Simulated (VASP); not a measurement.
# Re (P6_3/mmc) in VASP: further runs

The runs below take Re through relaxation of cell and atoms, electrostatic potential, with PBE.

Program: VASP 6.6.1. These are calculated values, not measurements. Logs are shortened: lines on timing, memory, paths and dates and some standing lists are left out, and cuts for length are marked.

### 1 Starting point

Symmetry: P6_3/mmc, No. 194, hexagonal system. The conventional cell has a = 2.760 Å, b = 2.760 Å, c = 4.450 Å, α = 90.00°, β = 90.00°, γ = 120.00°. Around Re (site symmetry -6m2) lie 12 Re at 2.74 to 2.76 Å.

The cell was built by a generator and needn't be a form met in nature.

### 2 Relaxation of cell and atoms, PBE

File INCAR:

```
ALGO = Normal
EDIFF = 1E-6
EDIFFG = -0.005
ENCUT = 600
GGA = PE
IBRION = 2
ISIF = 3
ISMEAR = 1
LASPH = True
LCHARG = False
LREAL = False
LWAVE = False
NELM = 120
NSW = 60
PREC = Accurate
SIGMA = 0.1
```

File KPOINTS:

```
k-points
0
Gamma
  18 18 10
```

File POSCAR:

```
Re
1.0
    2.7600000000      0.0000000000      0.0000000000
   -1.3800000000      2.3902301100      0.0000000000
    0.0000000000      0.0000000000      4.4500000000
Re
2
Direct
    0.3333333300      0.6666666700      0.2500000000
    0.6666666700      0.3333333300      0.7500000000
```

Potentials or basis: VASP PAW PBE potentials, release 64 (Re).

Launch:

```
cat potpaw_PBE.64/Re/POTCAR > POTCAR
mpirun -np 1 vasp_std > vasp.out
```

OUTCAR:

```text
EDIFF = 1E-6
   EDIFFG = -0.005
   ENCUT = 600
   GGA = PE
   IBRION = 2
   ISIF = 3
   ISMEAR = 1
   LASPH = True
   LREAL = False
   NELM = 120
   NSW = 60
   PREC = Accurate

 ion  position               nearest neighbor table
   1  0.333  0.667  0.250-   2 2.74   2 2.74   2 2.74   2 2.74   2 2.74   2 2.74
   2  0.667  0.333  0.750-   1 2.74   1 2.74   1 2.74   1 2.74   1 2.74   1 2.74

  LATTYP: Found a hexagonal cell.
 ALAT       =     2.7600000000
 C/A-ratio  =     1.6123188406

  Lattice vectors:

 A1 = (   2.7600000000,   0.0000000000,   0.0000000000)
 A2 = (  -1.3800000000,   2.3902301100,   0.0000000000)
 A3 = (   0.0000000000,   0.0000000000,   4.4500000000)

Analysis of symmetry for initial positions (statically):
=====================================================================
 Subroutine PRICEL returns:
 Original cell was already a primitive cell.

 Routine SETGRP: Setting up the symmetry group for a
 hexagonal supercell.

 Subroutine GETGRP returns: Found 24 space group operations
 (whereof 12 operations were pure point group operations)
 out of a pool of 24 trial point group operations.

The static configuration has the point symmetry D_3d.
 The point group associated with its full space group is D_6h.

Analysis of symmetry for dynamics (positions and initial velocities):
=====================================================================
 Subroutine PRICEL returns:
 Original cell was already a primitive cell.

 Routine SETGRP: Setting up the symmetry group for a
 hexagonal supercell.

 Subroutine GETGRP returns: Found 24 space group operations
 (whereof 12 operations were pure point group operations)
 out of a pool of 24 trial point group operations.

The dynamic configuration has the point symmetry D_3d.
 The point group associated with its full space group is D_6h.

 Subroutine INISYM returns: Found 24 space group operations
 (whereof 12 operations are pure point group operations),
 and found     1 'primitive' translations

----------------------------------------------------------------------------------------

                                     Primitive cell

  volume of cell :      29.3568

  direct lattice vectors                    reciprocal lattice vectors
     2.760000000  0.000000000  0.000000000     0.362318841  0.209184881  0.000000000
    -1.380000000  2.390230110  0.000000000     0.000000000  0.418369761  0.000000000
     0.000000000  0.000000000  4.450000000     0.000000000  0.000000000  0.224719101

  length of vectors
     2.760000000  2.759999996  4.450000000     0.418369760  0.418369761  0.224719101

  position of ions in fractional coordinates (direct lattice)
     0.333333330  0.666666670  0.250000000
     0.666666670  0.333333330  0.750000000

  ion indices of the primitive-cell ions
   primitive index   ion index
                 1           1
                 2           2

----------------------------------------------------------------------------------------

 KPOINTS: k-points

Automatic generation of k-mesh.
 Grid dimensions read from file:
 generate k-points for:   18   18   10

 Generating k-lattice:

  Cartesian coordinates                     Fractional coordinates (reciprocal lattice)
     0.020128824  0.011621382  0.000000000     0.055555556 -0.000000000  0.000000000
     0.000000000  0.023242765  0.000000000     0.000000000  0.055555556  0.000000000
     0.000000000  0.000000000  0.022471910     0.000000000  0.000000000  0.100000000

  Length of vectors
     0.023242764  0.023242765  0.022471910

  Shift w.r.t. Gamma in fractional coordinates (k-lattice)
     0.000000000  0.000000000  0.000000000

 Subroutine IBZKPT returns following result:
 ===========================================

 Found    222 irreducible k-points:

 Following reciprocal coordinates:
            Coordinates               Weight
  0.000000  0.000000  0.000000      1.000000
  0.055556  0.000000  0.000000      6.000000
  0.111111  0.000000  0.000000      6.000000
  0.166667  0.000000  0.000000      6.000000
  0.222222  0.000000  0.000000      6.000000
  0.277778 -0.000000  0.000000      6.000000
[... 16 lines left out ...]
  0.333333  0.111111  0.000000     12.000000
  0.388889  0.111111  0.000000     12.000000
 [... further k-points ...]
   k-points           NKPTS =    222   k-points in BZ     NKDIM =    222   number of bands    NBANDS=     11
   number of dos      NEDOS =    301   number of ions     NIONS =      2
   total plane-waves  NPLWV =  20736
   dimension x,y,z NGX =    24 NGY =   24 NGZ =   36
   dimension x,y,z NGXF=    48 NGYF=   48 NGZF=   72
   ions per type =               2
   NGX,Y,Z   is equivalent  to a cutoff of  14.46, 14.46, 13.45 a.u.
   NGXF,Y,Z  is equivalent  to a cutoff of  28.91, 28.91, 26.90 a.u.
 SYSTEM =  unknown system
   PREC   = accura    normal or accurate (medium, high low for compatibility)
   ISTART =      0    job   : 0-new  1-cont  2-samecut
   ICHARG =      2    charge: 1-file 2-atom 10-const
   ISPIN  =      1    spin polarized calculation?
   LNONCOLLINEAR =      F non collinear calculations
   LSORBIT =      F    spin-orbit coupling
   LASPH  =      T    aspherical Exc in radial PAW
   ENCUT  =  600.0 eV  44.10 Ry    6.64 a.u.   5.51  5.51  8.89*2*pi/ulx,y,z
   NELM   =    120;   NELMIN=  2; NELMDL= -5     # of ELM steps
   EDIFF  = 0.1E-05   stopping-criterion for ELM
   LREAL  =      F    real-space projection
   EDIFFG = -.5E-02   stopping-criterion for IOM
   NSW    =     60    number of steps for IOM
   IBRION =      2    ionic relax: 0-MD 1-quasi-New 2-CG
   NFREE  =      1    steps in history (QN), initial steepest desc. (CG)
   ISIF   =      3    stress and relaxation
   ISYM   =      2    0-nonsym 1-usesym 2-fastsym
   POTIM  = 0.5000    time-step for ionic-motion
   TEBEG  =    0.0;   TEEND  =   0.0 temperature during run
   PSTRESS=    0.0 pullay stress
   NELECT =      14.0000    total number of electrons
   NUPDOWN=      -1.0000    fix difference up-down
   EMIN   =  10.00;   EMAX   =-10.00  energy-range for DOS
   EFERMI =   0.00;   METHOD = LEGACY
   ISMEAR =     1;   SIGMA  =   0.10  broadening in eV -4-tet -1-fermi 0-gaus
   EFERMI_NEDOS =   21; number of points for ismear=-14 and -15
   IALGO  =     38    algorithm
   IMIX   =      4    mixing-type and parameters
     AMIX     =   0.40;   BMIX     =  1.00
     AMIX_MAG =   1.60;   BMIX_MAG =  1.00
  volume/ion in A,a.u.               =      14.68        99.05
  Fermi-wavevector in a.u.,A,eV,Ry     =   1.279032  2.417019 22.258064  1.635922
  Thomas-Fermi vector in A             =   2.411540
   LORBIT       =      0    0 simple, 1 ext, 2 COOP (PROOUT), +10 PAW based schemes
   GGA     = PE    functional components
   LHFCALC =     F    Hartree Fock is set to
   AEXX    =    0.0000 exact exchange contribution
   IVDW    =     0    specifies the selected vdW correction
   LEPSILON=     F    determine dielectric tensor
   LRPA    =     F    only Hartree local field effects (RPA)
 conjugate gradient relaxation of ions
 non-spin polarized calculation
 Methfessel and Paxton  Order N= 1 SIGMA  =   0.10
  energy-cutoff  :      600.00
  volume of cell :       29.36
 maximum number of plane-waves:      1004
 NGX is ok and might be reduce to    24
   NGX = 11   NGY = 11   NGZ = 17

--------------------------------------- Ionic step        1  -------------------------------------------

 number of electron      14.0000000 magnetization

 Free energy of the ion-electron system (eV)
  ---------------------------------------------------
  ext. energy  EPLUGINS =         0.00000000
  ---------------------------------------------------
  free energy    TOTEN  =       -24.84189884 eV

  energy without entropy =      -24.84211479  energy(sigma->0) =      -24.84197082

------------------------ aborting loop because EDIFF is reached ----------------------------------------

  FORCE on cell =-STRESS in cart. coord.  units (eV):
  Direction    XX          YY          ZZ          XY          YZ          ZX
  --------------------------------------------------------------------------------------
  -------------------------------------------------------------------------------------
  Total        1.1514093      1.1514093      1.3625551     -0.0000000      0.0000000      0.0000000
  in kB       62.8393269     62.8393266     74.3628214     -0.0000000      0.0000000      0.0000000
  external PRESSURE =      66.6804916 kB  Pullay stress =       0.0000000 kB
[... 89 lines left out ...]
  FREE ENERGIE OF THE ION-ELECTRON SYSTEM (eV)
  ---------------------------------------------------
  free  energy   TOTEN  =       -24.8523269627 eV

  energy  without entropy=      -24.8525698456  energy(sigma->0) =      -24.85240792

[... ionic steps 4 to 7 ...]

--------------------------------------- Ionic step        8  -------------------------------------------

 number of electron      14.0000000 magnetization

------------------------ aborting loop because EDIFF is reached ----------------------------------------
[... 67 lines left out ...]
--------------------------------------- Ionic step       10  -------------------------------------------

 number of electron      14.0000000 magnetization

 Free energy of the ion-electron system (eV)
  ---------------------------------------------------
  ext. energy  EPLUGINS =         0.00000000
  ---------------------------------------------------
  free energy    TOTEN  =       -24.85239208 eV

  energy without entropy =      -24.85266412  energy(sigma->0) =      -24.85248276

 E-fermi :   7.6853     XC(G=0): -13.6498

 val. band max:        7.6838743640   @ k =   0.1667   0.0556   0.1000
 cond. band min:       7.6973501607   @ k =   0.3333   0.1667   0.4000
 fundamental gap:      0.0134757967
 Fermi energy:         7.6853177636

 k-point     1 :       0.0000    0.0000    0.0000
  band No.  band energies     occupation
      1      -2.0603      2.00000
      2       1.1880      2.00000
      3       6.1524      2.00000
      4       6.1657      2.00000
      5       6.1657      2.00000
      6       6.9801      2.00000
      7       6.9801      2.00000
      8       7.8969     -0.01079
      9       7.8969     -0.01079
     10       8.2838     -0.00000
     11      11.0001      0.00000
[... 309 lines left out ...]
 k-point    24 :       0.3889    0.1111    0.0000
  band No.  band energies     occupation
      1       2.2109      2.00000
      2       2.3534      2.00000
      3       2.6801      2.00000
      4       5.4359      2.00000
      5       5.6685      2.00000
      6       6.3450      2.00000
      7       7.0831      2.00000
      8      10.8378      0.00000
      9      11.4264      0.00000
     10      11.6957      0.00000
     11      13.2220      0.00000

 [... further k-points ...]

------------------------ aborting loop because EDIFF is reached ----------------------------------------

  FORCE on cell =-STRESS in cart. coord.  units (eV):
  Direction    XX          YY          ZZ          XY          YZ          ZX
  --------------------------------------------------------------------------------------
  -------------------------------------------------------------------------------------
  Total        0.0004864      0.0004864      0.0025972     -0.0000000     -0.0000000      0.0000000
  in kB        0.0260961      0.0260961      0.1393423     -0.0000000     -0.0000000      0.0000000
  external PRESSURE =       0.0638449 kB  Pullay stress =       0.0000000 kB
[... 17 lines left out ...]
  FREE ENERGIE OF THE ION-ELECTRON SYSTEM (eV)
  ---------------------------------------------------
  free  energy   TOTEN  =       -24.8523920764 eV

  energy  without entropy=      -24.8526641241  energy(sigma->0) =      -24.85248276

 reached required accuracy - stopping structural energy minimisation
```

It took 2.8 min on 1 thread of Intel Xeon Platinum 8488C (Sapphire Rapids), shared host; peak memory 0.23 GiB.

Results:

- Free energy: -24.8524 eV
- Relaxed volume: 14.93 Å³/atom
- Relaxed cell: a = 2.774 Å, b = 2.774 Å, c = 4.482 Å, α = 90.00°, β = 90.00°, γ = 120.00°
- Space group after relaxing (to 0.05 Å): P6_3/mmc (No. 194)
- Energy gained by relaxing: 5.2 meV/atom
- Ionic steps: 10
- Pressure after relaxing: 0.0 GPa
- Band gap on the k mesh: none (metal or under the smearing width)

Step by step:
| step | energy change (eV) | largest force (eV/Å) | pressure (GPa) | volume (Å³) |
| --- | --- | --- | --- | --- |
| 1 | 0.0000 | 0.0000 | 6.67 | 29.36 |
| 2 | 0.1506 | 0.0000 | -22.23 | 32.03 |
| 3 | -0.0104 | 0.0000 | -0.23 | 29.88 |
| 4 | -0.0104 | 0.0000 | -0.07 | 29.87 |
| 5 | -0.0104 | 0.0000 | 0.07 | 29.85 |
| 6 | -0.0105 | 0.0000 | 0.17 | 29.85 |
| 7 | -0.0105 | 0.0000 | 0.15 | 29.85 |
| 8 | -0.0105 | 0.0000 | 0.15 | 29.85 |
| 9 | -0.0104 | 0.0000 | -0.40 | 29.90 |
| 10 | -0.0105 | 0.0000 | 0.01 | 29.86 |

Final structure:
```cif
data_structure
_symmetry_space_group_name_H-M 'P 1'
_symmetry_Int_Tables_number 1
_cell_length_a 2.7736
_cell_length_b 2.7736
_cell_length_c 4.4824
_cell_angle_alpha 90.000
_cell_angle_beta 90.000
_cell_angle_gamma 120.000
_cell_volume 29.86
loop_
_atom_site_label
_atom_site_type_symbol
_atom_site_fract_x
_atom_site_fract_y
_atom_site_fract_z
_atom_site_occupancy
Re1 Re 0.33333 0.66667 0.25000 1
Re2 Re 0.66667 0.33333 0.75000 1
```

The run has no spin-orbit coupling, so splittings on Re are missing.

### 3 Electrostatic potential, PBE

This run uses another cell than the first one, of 14.93 Å³/atom, 1.017 times its volume.

File INCAR:

```
  PREC = Accurate
  ENCUT = 520
  EDIFF = 1E-6
  ISMEAR = 1
  SIGMA = 0.1
  LREAL = F
  LASPH = T
  NELM = 80
  ALGO = Normal
  ISIF = 2
  LWAVE = F
  LCHARG = T
  GGA = PE
  LVHAR = T
```

File KPOINTS:

```
regular mesh
0
Gamma
  18 18 10
```

File POSCAR:

```
Re                                      
1.0
    2.7735942369      0.0000000000      0.0000000000
   -1.3867971185      2.4020030644     -0.0000000000
   -0.0000000000      0.0000000000      4.4824261689
  Re            
     2
Direct
     0.3333333300000021    0.6666666699999979    0.2500000000000000
     0.6666666699999979    0.3333333300000021    0.7500000000000000
```

Potentials or basis: VASP PAW PBE potentials, release 64 (Re).

Launch:

```
cat potpaw_PBE.64/Re/POTCAR > POTCAR
mpirun -np 1 vasp_std > vasp.out
```

OUTCAR:

```text
PREC = Accurate
   ENCUT = 520
   EDIFF = 1E-6
   ISMEAR = 1
   LREAL = F
   LASPH = T
   NELM = 80
   ISIF = 2
   GGA = PE

 ion  position               nearest neighbor table
   1  0.333  0.667  0.250-   2 2.75   2 2.75   2 2.75   2 2.75   2 2.75   2 2.75
   2  0.667  0.333  0.750-   1 2.75   1 2.75   1 2.75   1 2.75   1 2.75   1 2.75

  LATTYP: Found a hexagonal cell.
 ALAT       =     2.7735942369
 C/A-ratio  =     1.6161073993

  Lattice vectors:

 A1 = (   2.7735942369,   0.0000000000,   0.0000000000)
 A2 = (  -1.3867971185,   2.4020030644,   0.0000000000)
 A3 = (   0.0000000000,   0.0000000000,   4.4824261689)

Analysis of symmetry for initial positions (statically):
=====================================================================
 Subroutine PRICEL returns:
 Original cell was already a primitive cell.

 Routine SETGRP: Setting up the symmetry group for a
 hexagonal supercell.

 Subroutine GETGRP returns: Found 24 space group operations
 (whereof 12 operations were pure point group operations)
 out of a pool of 24 trial point group operations.
[... 175 lines left out ...]
  band No.  band energies     occupation
      1      -2.0598      2.00000
      2       1.1881      2.00000
      3       6.1519      2.00000
      4       6.1652      2.00000
      5       6.1652      2.00000
      6       6.9796      2.00000
      7       6.9796      2.00000
      8       7.8963     -0.01084
      9       7.8963     -0.01084
     10       8.2842     -0.00000
     11      10.9991      0.00000
[... 309 lines left out ...]
 k-point    24 :       0.3889    0.1111    0.0000
  band No.  band energies     occupation
      1       2.2110      2.00000
      2       2.3534      2.00000
      3       2.6800      2.00000
      4       5.4359      2.00000
      5       5.6681      2.00000
      6       6.3445      2.00000
      7       7.0826      2.00000
      8      10.8369      0.00000
      9      11.4254      0.00000
     10      11.6947      0.00000
     11      13.2212      0.00000

 [... further k-points ...]

------------------------ aborting loop because EDIFF is reached ----------------------------------------

  FORCE on cell =-STRESS in cart. coord.  units (eV):
  Direction    XX          YY          ZZ          XY          YZ          ZX
  --------------------------------------------------------------------------------------
  -------------------------------------------------------------------------------------
  Total       -0.0136277     -0.0136277     -0.0135487      0.0000000     -0.0000000      0.0000000
  in kB       -0.7311453     -0.7311453     -0.7269082      0.0000000     -0.0000000      0.0000000
  external PRESSURE =      -0.7297329 kB  Pullay stress =       0.0000000 kB

 VOLUME and BASIS-vectors are now :
 -----------------------------------------------------------------------------
  energy-cutoff  :      520.00
  volume of cell :       29.86
      direct lattice vectors                 reciprocal lattice vectors
     2.773594237  0.000000000  0.000000000     0.360543005  0.208159601  0.000000000
    -1.386797119  2.402003064  0.000000000     0.000000000  0.416319202  0.000000000
     0.000000000  0.000000000  4.482426169     0.000000000  0.000000000  0.223093468

 POSITION                                       TOTAL-FORCE (eV/Angst)
 -----------------------------------------------------------------------------------
     -0.00000      1.60134      1.12061        -0.000000      0.000000      0.000000
      1.38680      0.80067      3.36182         0.000000     -0.000000      0.000000
 -----------------------------------------------------------------------------------
    total drift:                               -0.000000      0.000000     -0.000000

  FREE ENERGIE OF THE ION-ELECTRON SYSTEM (eV)
  ---------------------------------------------------
  free  energy   TOTEN  =       -24.8503439452 eV

  energy  without entropy=      -24.8506144746  energy(sigma->0) =      -24.85043412
```

Run time: 40 s. Hardware: 1 thread of Intel Xeon Platinum 8488C (Sapphire Rapids), shared host; peak memory 0.21 GiB.

What came out:

| Quantity | Value |
| --- | --- |
| Free energy | -24.8503 eV |
| Pressure | -0.1 GPa |
| Band gap on the k mesh | none (metal or under the smearing width) |

Levels at points of the mesh, in eV from the Fermi level:
```tsv
k point	band 4	band 5	band 6	band 7	band 8	band 9	band 10	band 11
(0.00, 0.00, 0.00)	-1.52	-1.52	-0.71	-0.71	0.21	0.21	0.60	3.31
(0.50, 0.00, 0.00)	-1.87	-1.71	-1.34	-0.58	3.90	4.28	4.42	5.96
(0.00, 0.00, 0.50)	-2.32	-1.65	-1.65	-1.65	-1.65	2.51	2.51	2.51
(0.50, 0.00, 0.50)	-3.99	0.41	0.41	0.92	0.92	4.20	4.22	4.70
```

Spin-orbit coupling is left out, which matters for the levels of Re.
